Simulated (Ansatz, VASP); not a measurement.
## I: VASP beside Ansatz

```xyz
1
Lattice="-1.6175 1.6175 4.2648 1.6175 -1.6175 4.2648 1.6175 1.6175 -4.2648" Properties=species:S:1:pos:R:3 pbc="T T T"
I     0.0000    0.0000    0.0000
```

Alike in both runs: task single point; functional PBE; k mesh 7 × 7 × 7; occupations fermi-dirac, width 0.02 eV; no spin polarisation.

|  | VASP | Ansatz |
| --- | --- | --- |
| version | VASP 6.6.1 | Ansatz 0.2.0 |
| potentials or method | VASP PAW PBE potentials, release 64 (I), cutoff 520 eV | all-electron LAPW, scalar-relativistic |

|  | VASP | Ansatz | Ansatz less VASP |
| --- | --- | --- | --- |
| gap on the k mesh at the Fermi level (eV) | none | none | - |
| pressure (GPa) | 0.2 | 0.2 | +0.04 |
| largest component of the traceless stress (GPa) | 0.03 | 0.08 | +0.047 |

A gap of «none» marks a metal or a gap that the smearing closes. Ansatz ran all-electron here, so the differences hold the error of VASP's frozen core and of both bases.

Caveats: the k mesh is coarse (spacing up to 0.39 Å⁻¹), so the values aren't converged; an odd number of electrons without spin polarisation forces a metal; a magnetic or distorted state may lie lower. The runs have no spin-orbit coupling, so splittings on I are missing.
